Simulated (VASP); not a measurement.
Input of a VASP 6.6.1 run:

File INCAR:

```
SYSTEM = HgSe
ALGO = Normal
EDIFF = 1E-6
ENCUT = 520
GGA = PE
ISIF = 2
ISMEAR = 0
IVDW = 12
LASPH = .TRUE.
LCHARG = .FALSE.
LREAL = .FALSE.
LWAVE = .FALSE.
NBANDS = 16
NELM = 100
PREC = Accurate
SIGMA = 0.1
```

The input KPOINTS:

```
k-points
0
G
  12 12 12
  0 0 0
```

POSCAR

```
HgSe
1.0
    0.0000000000      3.0863667807      3.0863667807
    3.0863667807      0.0000000000      3.0863667807
    3.0863667807      3.0863667807      0.0000000000
Hg Se
1 1
Direct
    0.0000000000      0.0000000000      0.0000000000
    0.2500000000      0.2500000000      0.2500000000
```

Potentials or basis: VASP PAW PBE potentials, release 64 (Hg, Se).

The run is started by

```console
$ cat potpaw_PBE.64/Hg/POTCAR potpaw_PBE.64/Se/POTCAR > POTCAR
$ mpirun -np 1 vasp_std > vasp.out
```

Question: Predict the pressure.

Answer: 0.2 GPa.

Question: What does it give for the band gap on the k mesh?

Answer: None (metal or under the smearing width).

Question: What does it give for the dispersion energy per atom?

Answer: -0.319 eV.

Caveat: pairwise dispersion overbinds metals, which lowers pressure and volume. The run has no spin-orbit coupling, so splittings on Hg are missing.
